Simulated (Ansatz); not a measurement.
**PbSe (Clausthalite): single point with PBE**

**Measured values to compare with.**

A printed reference work, monograph reports, for a bulk crystal of PbSe at 4.2 K: band gap 0.15 eV (direct).

PbSe (Clausthalite):

```
Pb Se
1.0
     0.00000    3.06065    3.06065
     3.06065    0.00000    3.06065
     3.06065    3.06065    0.00000
Pb Se
1 1
Direct
  0.00000 0.00000 0.00000
  0.50000 0.50000 0.50000
```

```
Program             : Ansatz 0.2.0
Task                : single point
Functional          : PBE
Potentials or basis : Ansatz PAW
Cutoff              : 420 eV (not typed: the program's choice for these potentials)
k mesh              : 8 × 8 × 8
Occupations         : gaussian, width 0.027 eV
Spin                : no spin polarisation
```

```
Pressure               : 2.4 GPa
Band gap on the k mesh : 0.29 eV, direct
```

Levels at points of the mesh, in eV from the valence-band top:
```
             k point  band 12  band 13  band 14  band 15  band 16  band 17  band 18  band 19
  (0.00, 0.00, 0.00)    -6.30    -1.89    -1.89    -1.89     4.71     4.71     4.71     6.52
 (0.00, 0.00, -0.50)    -8.80    -1.48    -1.48     0.00     0.29     1.69     1.69     8.54
(0.00, -0.50, -0.50)    -7.38    -4.99    -3.24    -3.24     3.69     5.61     5.61     6.04
```

It took 1.3 s on 2 threads of Arm Neoverse V1 (shared host), peak memory 0.34 GiB.

A measured gap of PbSe is 0.15 eV (direct; 4.2 K; a printed reference work, monograph); the calculated 0.29 eV misses it by +0.14 eV. 2 values of this kind are on record (0.15 to 0.28 eV); this one was drawn at random. Spin-orbit coupling on Pb, Se is left out. The value is that of PBE on a finite k mesh, which can miss the band edges, without temperature or zero-point motion.

Caveat: spin-orbit coupling is left out, which as a rule narrows the gap of such compounds by several tenths of an eV.
